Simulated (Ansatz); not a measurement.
Structures of KBr: which is lowest?

Plane-wave DFT in Ansatz with scalar-relativistic PAW potentials, cutoff 420 eV, Γ-centred meshes chosen by cell and gap, Gaussian smearing with energies taken to zero width. Every cell was relaxed (cell and atoms) in a run of its own, within the symmetry of its start. Functional: PBEsol.

Relaxed structures (starts from databases or built by putting these elements on another compound's sites):
A. Pm-3m, 2 atoms in the computed cell, a = 3.933 Å; sites (symmetry × multiplicity) K m-3m × 1, Br m-3m × 1; start: database
B. Fm-3m, 2 atoms in the computed cell, a = 6.550 Å; sites (symmetry × multiplicity) K m-3m × 4, Br m-3m × 4; start: database

Question: Rank them by energy. Could pressure change the order?

Answer:
```csv
structure,group,E − E(lowest) (meV/atom),V (Å³/atom),gap on mesh (eV)
B,Fm-3m,0.0,35.12,4.34
A,Pm-3m,48,30.42,3.96
```

B is lowest, 48 meV/atom under A. A is denser by 4.70 Å³/atom, so pressure favours it: ΔE/ΔV, with ΔE in eV and 1 eV/Å³ = 160.2 GPa, gives about 1.6 GPa for equal enthalpy if both cells were rigid, a rough figure since the two compress differently. Other structures may lie lower than all of these, and vibrations aren't counted.